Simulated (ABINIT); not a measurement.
The system is Bi.

```
CELL_PARAMETERS angstrom
2.26750 1.30914 3.93800
-2.26750 1.30914 3.93800
0.00000 -2.61828 3.93800
ATOMIC_POSITIONS crystal
Bi 0.76600 0.76600 0.76600
Bi 0.23400 0.23400 0.23400
```

Program: ABINIT 10.8.3 (patched build). Alike in all runs: no spin polarisation; cell as given.

Q: Order these runs on this cell by their pressure, lowest first.
A. level RPBE; potentials or basis JTH PAW PBE v2.0; k mesh 7 × 7 × 7; cutoff (eV) 707; smearing fermi-dirac 0.05 eV; fine-grid cutoff 1306.15 eV
B. level r2SCAN; potentials or basis JTH PAW PBE v2.0; k mesh 7 × 7 × 7; cutoff (eV) 707; smearing fermi-dirac 0.05 eV; fine-grid cutoff 1306.15 eV
C. level BLYP; potentials or basis JTH PAW PBE v2.0; k mesh 7 × 7 × 7; cutoff (eV) 707; smearing fermi-dirac 0.05 eV; fine-grid cutoff 1306.15 eV
D. level HSE06; potentials or basis SG15 NC PBE v1.2; k mesh 6 × 6 × 6; cutoff (eV) 490; smearing fixed; most SCF steps 60

A: D (-0.8 GPa), B (0.8 GPa), A (3.0 GPa), C (4.9 GPa).

Caveats: the PAW data sets were made with another functional, which shifts forces and pressure a little (some runs); Libxc's HSE differs a little from that of other programs (some runs); the potentials were made for another functional, which shifts forces and pressure (some runs).

Runs at the PBE level aren't shown here.
